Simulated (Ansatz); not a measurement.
The cell is built from the rocksalt type as a first guess.

NaH: DFT, PBE, PAW with Ansatz's default frozen-core files, scalar-relativistic (Ansatz 0.2.0).

The relaxation starts from this cell:

```xyz
2
Lattice="0.0000 2.2676 2.2676 2.2676 0.0000 2.2676 2.2676 2.2676 0.0000" Properties=species:S:1:pos:R:3 pbc="T T T"
Na    0.0000    0.0000    0.0000
H     2.2676    2.2676    2.2676
```

Output:

```
Engine: ansatz 0.2.0
Pseudopotentials: kind: paw
Pseudopotential: Na, paw, valence charge 9, recommended cutoff 420 eV (normal)
Pseudopotential: H, paw, valence charge 1, recommended cutoff 420 eV (normal)
Functional definition: PBE
  parameter kappa = 0.804
  parameter beta = 0.06672455060314922
  exchange = pbe_x(kappa = kappa, mu = beta*pi^2/3)
  correlation = pbe_c(beta = beta)
Crystal: 2 atoms, lattice volume = 23.320 Å³
Basis set: ecut = 420 eV, 459 PW (Γ), exchange–correlation on 48×48×48 points (8 copies of the dense FFT grid, shifted against one another)
Bands: 9, of which v1, the nominal top of the filled ones, is band 5 counted from 1 (4 counted from 0)
Symmetry: 48 space group operations
Space group: Fm-3m (ITA 225), of the structure as read, at distance tolerance 2.9e-5 Å
k-points: 72 of 1728
Non-local potential: Na, projectors of the file, l = 0: 3, l = 1: 2, l = 2: 1
Non-local potential: H, projectors of the file, l = 0: 2, l = 1: 1
PAW form: soft (Blöchl's): semilocal exchange-correlation on the pseudo side does not see the compensation charge
PAW one-centre angular grid: Na, 110 points (default); XC on 64 Gauss nodes
PAW one-centre angular grid: H, 110 points (default); XC on 64 Gauss nodes
Initial density: superposition of atomic densities (neutral atoms: chi_scale 0, normalization atom), corrected by the library's trained network
Initial wavefunctions: pseudopotential atomic-orbital guess
Functional: x = pbe(κ = 0.804, μ = 0.2195149727645171), c = pbe(β = 0.06672455060314922)
SCF iter   1: F=—  HF=-1502.597994 eV  |F-HF|=—  |Δ(HF+E_count)|=         —  Δρ=7.25e-4  dr2=5.66e-5  ethr=1.77e-3  ⟨swp⟩=5.0  Hψ=4220  notcnv=0
preconditioner: auto → none  [insulator: Δε(μ)=4.093 eV  Ē_g=12.405 eV  σ=0.080 eV  W_gap=1.00  n_scr=0 (ndim 8)  ℏωp=10.9 eV  f_vac=0.000  D(μ)=0.00/eV (n_scr^D=0)  ε∞_Penn≈1.8]
SCF iter   2: F=—  HF=-1502.597954 eV  |F-HF|=—  |Δ(HF+E_count)|=   3.99e-5  Δρ=4.13e-4  dr2=2.71e-5  ethr=5.66e-7  ⟨swp⟩=2.4  Hψ=1621  notcnv=0
SCF iter   3: F=—  HF=-1502.598002 eV  |F-HF|=—  |Δ(HF+E_count)|=   4.75e-5  Δρ=2.03e-4  dr2=3.71e-6  ethr=2.71e-7  ⟨swp⟩=2.0  Hψ=936  notcnv=0
SCF iter   4: F=—  HF=-1502.598000 eV  |F-HF|=—  |Δ(HF+E_count)|=   1.38e-6  Δρ=7.66e-5  dr2=7.34e-7  ethr=3.71e-8  ⟨swp⟩=2.4  Hψ=995  notcnv=0
SCF iter   5: F=—  HF=-1502.598000 eV  |F-HF|=—  |Δ(HF+E_count)|=   2.77e-7  Δρ=3.40e-5  dr2=1.24e-7  ethr=7.34e-9  ⟨swp⟩=2.0  Hψ=877  notcnv=0
SCF iter   6: F=-1502.598000 eV  HF=-1502.598000 eV  |F-HF|=4.90e-10  |Δ(HF+E_count)|=   5.56e-8  Δρ=2.20e-6  dr2=5.92e-10  ethr=1.00e-9  ⟨swp⟩=4.0  Hψ=1727  notcnv=0
SCF 1 converged in 6 iterations: F = -1502.598000 eV  dr2 = 5.92e-10
  greatest PAW one-centre occupation: 0.999 electrons in one spin orbital (limit 2), on the Na atom at site 0 (counted from 0), in its partial waves of l = 0
relax step   1: F+E_penalty+E_count = -1502.59800012 eV  Δ(F+E_penalty+E_count) = +0.000e0 eV  max|allowed force component| = 7.170e-31 eV/Å  Δτ_max = 0.0000 Å  P = +6.303 GPa  Ω = 23.320 Å³  (6 SCF iters, dr2 threshold 1.00e-7 eV, accepted)
Crystal: 2 atoms, lattice volume = 26.899 Å³
Basis set: ecut = 420 eV, 531 PW (Γ), exchange–correlation on 48×48×48 points (8 copies of the dense FFT grid, shifted against one another)
Initial density: handed on by an earlier stage of this run
Initial wavefunctions: those handed on with the density
iter 1 solved again at ethr=3.09e-4 eV; its pass at ethr=3.10e-3 eV (dr2=3.09e-2 eV) is discarded
SCF iter   1: F=—  HF=-1502.683988 eV  |F-HF|=—  |Δ(HF+E_count)|=         —  Δρ=9.97e-3  dr2=3.09e-2  ethr=3.09e-4  ⟨swp⟩=1.0  Hψ=5595  notcnv=0
preconditioner: auto → none  [insulator: Δε(μ)=3.680 eV  Ē_g=11.328 eV  σ=0.080 eV  W_gap=1.00  n_scr=8 (ndim 8)  ℏωp=10.1 eV  f_vac=0.000  D(μ)=0.00/eV (n_scr^D=0)  ε∞_Penn≈1.8]
SCF iter   2: F=—  HF=-1502.673910 eV  |F-HF|=—  |Δ(HF+E_count)|=   1.01e-2  Δρ=2.40e-3  dr2=2.13e-3  ethr=3.09e-4  ⟨swp⟩=2.0  Hψ=984  notcnv=0
SCF iter   3: F=—  HF=-1502.673420 eV  |F-HF|=—  |Δ(HF+E_count)|=   4.90e-4  Δρ=4.11e-4  dr2=2.56e-5  ethr=2.13e-5  ⟨swp⟩=2.0  Hψ=720  notcnv=0
SCF iter   4: F=—  HF=-1502.673448 eV  |F-HF|=—  |Δ(HF+E_count)|=   2.83e-5  Δρ=1.40e-4  dr2=2.49e-6  ethr=2.56e-7  ⟨swp⟩=2.0  Hψ=720  notcnv=0
SCF iter   5: F=-1502.673453 eV  HF=-1502.673453 eV  |F-HF|=1.26e-8  |Δ(HF+E_count)|=   4.32e-6  Δρ=6.93e-6  dr2=1.11e-8  ethr=2.00e-9  ⟨swp⟩=3.0  Hψ=2249  notcnv=0
SCF 2 converged in 5 iterations: F = -1502.673453 eV  dr2 = 1.11e-8
relax step   2: F+E_penalty+E_count = -1502.67345255 eV  Δ(F+E_penalty+E_count) = -7.545e-2 eV  max|allowed force component| = 2.568e-31 eV/Å  Δτ_max = 0.0000 Å  P = +1.117 GPa  Ω = 26.899 Å³  energy of the carried Pulay correction = -1.651e-3 eV  (5 SCF iters, dr2 threshold 2.00e-7 eV, accepted)
Crystal: 2 atoms, lattice volume = 27.818 Å³
Basis set: ecut = 420 eV, 537 PW (Γ), exchange–correlation on 48×48×48 points (8 copies of the dense FFT grid, shifted against one another)
iter 1 solved again at ethr=1.36e-5 eV; its pass at ethr=3.10e-3 eV (dr2=1.36e-3 eV) is discarded
SCF iter   1: F=—  HF=-1502.677240 eV  |F-HF|=—  |Δ(HF+E_count)|=         —  Δρ=2.05e-3  dr2=1.36e-3  ethr=1.36e-5  ⟨swp⟩=1.1  Hψ=5488  notcnv=0
preconditioner: auto → none  [insulator: Δε(μ)=3.752 eV  Ē_g=11.191 eV  σ=0.080 eV  W_gap=1.00  n_scr=8 (ndim 8)  ℏωp=10.0 eV  f_vac=0.000  D(μ)=0.00/eV (n_scr^D=0)  ε∞_Penn≈1.8]
SCF iter   2: F=—  HF=-1502.676811 eV  |F-HF|=—  |Δ(HF+E_count)|=   4.29e-4  Δρ=4.80e-4  dr2=8.96e-5  ethr=1.36e-5  ⟨swp⟩=1.7  Hψ=699  notcnv=0
SCF iter   3: F=—  HF=-1502.676784 eV  |F-HF|=—  |Δ(HF+E_count)|=   2.73e-5  Δρ=8.37e-5  dr2=1.12e-6  ethr=8.96e-7  ⟨swp⟩=2.0  Hψ=720  notcnv=0
SCF iter   4: F=-1502.676785 eV  HF=-1502.676785 eV  |F-HF|=1.58e-7  |Δ(HF+E_count)|=   1.67e-6  Δρ=2.53e-5  dr2=9.22e-8  ethr=2.00e-9  ⟨swp⟩=4.0  Hψ=1966  notcnv=0
SCF 3 converged in 4 iterations: F = -1502.676785 eV  dr2 = 9.22e-8
relax step   3: F+E_penalty+E_count = -1502.67678534 eV  Δ(F+E_penalty+E_count) = -3.333e-3 eV  max|allowed force component| = 1.233e-31 eV/Å  Δτ_max = 0.0000 Å  P = +0.202 GPa  Ω = 27.818 Å³  energy of the carried Pulay correction = -2.037e-3 eV  (4 SCF iters, dr2 threshold 2.00e-7 eV, accepted)
Crystal: 2 atoms, lattice volume = 28.028 Å³
iter 1 solved again at ethr=6.57e-7 eV; its pass at ethr=3.10e-3 eV (dr2=6.57e-5 eV) is discarded
SCF iter   1: F=—  HF=-1502.676868 eV  |F-HF|=—  |Δ(HF+E_count)|=         —  Δρ=4.39e-4  dr2=6.57e-5  ethr=6.57e-7  ⟨swp⟩=2.1  Hψ=5252  notcnv=0
preconditioner: auto → none  [insulator: Δε(μ)=3.767 eV  Ē_g=11.159 eV  σ=0.080 eV  W_gap=1.00  n_scr=8 (ndim 8)  ℏωp=9.9 eV  f_vac=0.000  D(μ)=0.00/eV (n_scr^D=0)  ε∞_Penn≈1.8]
SCF iter   2: F=—  HF=-1502.676837 eV  |F-HF|=—  |Δ(HF+E_count)|=   3.11e-5  Δρ=1.04e-4  dr2=4.49e-6  ethr=6.57e-7  ⟨swp⟩=1.9  Hψ=710  notcnv=0
SCF iter   3: F=-1502.676836 eV  HF=-1502.676836 eV  |F-HF|=1.18e-7  |Δ(HF+E_count)|=   4.56e-7  Δρ=2.30e-5  dr2=8.93e-8  ethr=1.02e-9  ⟨swp⟩=3.0  Hψ=2371  notcnv=0
SCF 4 converged in 3 iterations: F = -1502.676836 eV  dr2 = 8.93e-8
relax step   4: F+E_penalty+E_count = -1502.67683619 eV  Δ(F+E_penalty+E_count) = -5.085e-5 eV  max|allowed force component| = 8.546e-31 eV/Å  Δτ_max = 0.0000 Å  P = +0.008 GPa  Ω = 28.028 Å³  energy of the carried Pulay correction = -2.124e-3 eV  (3 SCF iters, dr2 threshold 1.02e-7 eV, accepted)
Initial wavefunctions: pseudopotential atomic-orbital guess (no wavefunctions were taken with the density)
iter 1 solved again at ethr=3.98e-7 eV; its pass at ethr=3.10e-3 eV (dr2=3.98e-5 eV) is discarded
SCF iter   1: F=—  HF=-1502.676356 eV  |F-HF|=—  |Δ(HF+E_count)|=         —  Δρ=9.88e-4  dr2=1.46e-5  ethr=3.98e-7  ⟨swp⟩=2.4  Hψ=5677  notcnv=0
preconditioner: auto → none  [insulator: Δε(μ)=3.780 eV  Ē_g=11.167 eV  σ=0.080 eV  W_gap=1.00  n_scr=8 (ndim 8)  ℏωp=9.9 eV  f_vac=0.000  D(μ)=0.00/eV (n_scr^D=0)  ε∞_Penn≈1.8]
SCF iter   2: F=—  HF=-1502.679504 eV  |F-HF|=—  |Δ(HF+E_count)|=   3.15e-3  Δρ=4.86e-4  dr2=2.72e-6  ethr=1.46e-7  ⟨swp⟩=3.0  Hψ=992  notcnv=0
SCF iter   3: F=—  HF=-1502.680435 eV  |F-HF|=—  |Δ(HF+E_count)|=   9.31e-4  Δρ=1.27e-4  dr2=2.08e-7  ethr=2.72e-8  ⟨swp⟩=2.0  Hψ=936  notcnv=0
SCF iter   4: F=—  HF=-1502.680498 eV  |F-HF|=—  |Δ(HF+E_count)|=   6.28e-5  Δρ=7.01e-6  dr2=8.94e-9  ethr=2.08e-9  ⟨swp⟩=2.0  Hψ=936  notcnv=0
SCF iter   5: F=—  HF=-1502.680498 eV  |F-HF|=—  |Δ(HF+E_count)|=   6.79e-8  Δρ=1.10e-6  dr2=2.42e-10  ethr=8.94e-11  ⟨swp⟩=2.0  Hψ=720  notcnv=0
SCF iter   6: F=-1502.680498 eV  HF=-1502.680498 eV  |F-HF|=5.30e-11  |Δ(HF+E_count)|=  8.89e-11  Δρ=2.51e-7  dr2=6.02e-12  ethr=1.00e-12  ⟨swp⟩=5.1  Hψ=2276  notcnv=0
SCF 5 converged in 6 iterations: F = -1502.680498 eV  dr2 = 6.02e-12
relax step   5: F+E_penalty+E_count = -1502.68049780 eV  Δ(F+E_penalty+E_count) = -3.662e-3 eV  max|allowed force component| = 1.183e-30 eV/Å  Δτ_max = 0.0000 Å  P = +0.146 GPa  Ω = 28.028 Å³  stress off target by 1.46e-1 GPa  SCF on the basis re-selected at this cell (its energy is not comparable with the rows above)  (6 SCF iters)
basis re-selected at this cell: Δ(F+E_penalty+E_count) = -3.662e-3 eV, ΔP = +0.137 GPa vs the last step (what re-selecting the basis moved, of the pressure what is left beyond the Pulay correction that the steps carried, after the strain that the cell walked since its last selection, with what the two solves' SCF thresholds leave and, on support functions, any second-order correction that the steps lacked; it is no measure of the basis error at this ecutwfc). This SCF's stress stands 1.46e-1 GPa from its target on what of the cell is left free (relax.cell.stress_tol is 5.00e-2 GPa) and its largest allowed force component is 1.18e-30 eV/Å (relax.f_tol is 5.00e-3 eV/Å): not within both, so this SCF does not close the relaxation
Crystal: 2 atoms, lattice volume = 28.189 Å³
iter 1 solved again at ethr=3.63e-7 eV; its pass at ethr=3.10e-3 eV (dr2=3.63e-5 eV) is discarded
SCF iter   1: F=—  HF=-1502.680534 eV  |F-HF|=—  |Δ(HF+E_count)|=         —  Δρ=3.35e-4  dr2=3.67e-5  ethr=3.63e-7  ⟨swp⟩=2.2  Hψ=5284  notcnv=0
preconditioner: auto → none  [insulator: Δε(μ)=3.758 eV  Ē_g=11.123 eV  σ=0.080 eV  W_gap=1.00  n_scr=8 (ndim 8)  ℏωp=9.9 eV  f_vac=0.000  D(μ)=0.00/eV (n_scr^D=0)  ε∞_Penn≈1.8]
SCF iter   2: F=—  HF=-1502.680510 eV  |F-HF|=—  |Δ(HF+E_count)|=   2.39e-5  Δρ=7.66e-5  dr2=2.33e-6  ethr=3.63e-7  ⟨swp⟩=1.8  Hψ=709  notcnv=0
SCF iter   3: F=-1502.680510 eV  HF=-1502.680510 eV  |F-HF|=4.05e-8  |Δ(HF+E_count)|=   4.54e-7  Δρ=1.48e-5  dr2=3.69e-8  ethr=5.32e-10  ⟨swp⟩=3.0  Hψ=2368  notcnv=0
SCF 6 converged in 3 iterations: F = -1502.680510 eV  dr2 = 3.69e-8
relax step   6: F+E_penalty+E_count = -1502.68050984 eV  Δ(F+E_penalty+E_count) = -1.204e-5 eV  max|allowed force component| = 8.382e-31 eV/Å  Δτ_max = 0.0000 Å  P = +0.012 GPa  Ω = 28.189 Å³  energy of the carried Pulay correction = -6.664e-5 eV  (3 SCF iters, dr2 threshold 5.32e-8 eV, accepted)
iter 1 solved again at ethr=1.37e-7 eV; its pass at ethr=3.10e-3 eV (dr2=1.37e-5 eV) is discarded
SCF iter   1: F=—  HF=-1502.680035 eV  |F-HF|=—  |Δ(HF+E_count)|=         —  Δρ=2.57e-4  dr2=4.41e-7  ethr=1.37e-7  ⟨swp⟩=2.9  Hψ=5759  notcnv=0
preconditioner: auto → none  [insulator: Δε(μ)=3.765 eV  Ē_g=11.127 eV  σ=0.080 eV  W_gap=1.00  n_scr=8 (ndim 8)  ℏωp=9.9 eV  f_vac=0.000  D(μ)=0.00/eV (n_scr^D=0)  ε∞_Penn≈1.8]
SCF iter   2: F=—  HF=-1502.680447 eV  |F-HF|=—  |Δ(HF+E_count)|=   4.12e-4  Δρ=1.28e-4  dr2=1.21e-7  ethr=4.41e-9  ⟨swp⟩=2.0  Hψ=937  notcnv=0
SCF iter   3: F=—  HF=-1502.680577 eV  |F-HF|=—  |Δ(HF+E_count)|=   1.30e-4  Δρ=1.86e-5  dr2=4.96e-9  ethr=1.21e-9  ⟨swp⟩=3.0  Hψ=936  notcnv=0
SCF iter   4: F=—  HF=-1502.680580 eV  |F-HF|=—  |Δ(HF+E_count)|=   2.57e-6  Δρ=1.52e-6  dr2=4.65e-10  ethr=4.96e-11  ⟨swp⟩=3.0  Hψ=936  notcnv=0
SCF iter   5: F=-1502.680580 eV  HF=-1502.680580 eV  |F-HF|=5.00e-12  |Δ(HF+E_count)|=   1.81e-9  Δρ=1.39e-7  dr2=4.83e-12  ethr=1.00e-12  ⟨swp⟩=3.9  Hψ=2573  notcnv=0
SCF 7 converged in 5 iterations: F = -1502.680580 eV  dr2 = 4.83e-12
relax step   7: F+E_penalty+E_count = -1502.68057957 eV  Δ(F+E_penalty+E_count) = -6.973e-5 eV  max|allowed force component| = 4.232e-31 eV/Å  Δτ_max = 0.0000 Å  P = +0.011 GPa  Ω = 28.189 Å³  stress off target by 1.14e-2 GPa  SCF on the basis re-selected at this cell (its energy is not comparable with the rows above)  (5 SCF iters)
basis re-selected at this cell: Δ(F+E_penalty+E_count) = -6.973e-5 eV, ΔP = -0.000 GPa vs the last step (what re-selecting the basis moved, of the pressure what is left beyond the Pulay correction that the steps carried, after the strain that the cell walked since its last selection, with what the two solves' SCF thresholds leave and, on support functions, any second-order correction that the steps lacked; it is no measure of the basis error at this ecutwfc). This SCF's stress stands 1.14e-2 GPa from its target on what of the cell is left free (relax.cell.stress_tol is 5.00e-2 GPa) and its largest allowed force component is 4.23e-31 eV/Å (relax.f_tol is 5.00e-3 eV/Å): within both
SCF converged after 5 iterations
Free energy (F): -1502.680580 eV
Harris-Foulkes:  -1502.680580 eV  (|F-HF|=5.00e-12)
Internal energy: -1502.680580 eV  (E = F + TS)
E sigma→0 (E₀):  -1502.680580 eV
Fermi energy:    2.797928 eV
--- Per-component energies (eV) ---
  E_band       = -227.209673
  E_kinetic    = 134.169725
  E_local      = -1328.575548  (includes V_loc(G=0)·N_el)
  E_nonlocal   = 116.545126
  E_hartree    = 476.452486
  E_xc         = -48.186390
  E_vxc        = -61.976386  (∫ρ·V_xc dr)
  E_paw        = -263.559813  (= ΣΔE_a)
  E_vpaw       = -40.276670  (= ΣTr[D̂ρ^β])
  E_aug_tail   = -0.000914  (compensation charges beyond the density's cutoff)
  E_ewald      = -589.525252
  E_smearing   = -0.000000  (= −TS)
  E_closure    = 0.000000  (closes the sum)
  Σ components = -1502.680580   (vs F -1502.680580, Δ=0.00e0)
--- Forces (eV/Å), atoms counted from 1 ---
  atom   1  Na    -0.00000000     0.00000000    -0.00000000
  atom   2  H      0.00000000    -0.00000000    -0.00000000
  max |Σ_I F_I| component: 8.63e-31 eV/Å
--- Stress (GPa, compression-positive) ---
        0.011385       0.000000       0.000000
        0.000000       0.011385       0.000000
        0.000000       0.000000       0.011385
  P = ⅓ Tr σ = 0.0114 GPa (0.114 kbar)
--- Relaxed structure (5 steps of the walk, 5 accepted, 2 SCFs on fresh bases) ---
  F+E_penalty+E_count = -1502.68057957 eV   max|allowed force component| = 4.232e-31 eV/Å   (the final SCF, on the basis selected at the relaxed cell)
  cell:  # Å, volume = 28.1891 Å³
    - [1.7515341363078588e-33, 2.4155554167951068, 2.4155554167951068]
    - [2.4155554167951068, -3.0253771445317564e-34, 2.4155554167951068]
    - [2.4155554167951068, 2.4155554167951068, -5.891523913035525e-34]
  atoms:
    - { symbol: Na, position: [1.139072347392392e-35, -7.409499735472133e-36, -1.9131991854249435e-35] }
    - { symbol: H, position: [0.5, 0.5, 0.5] }
```
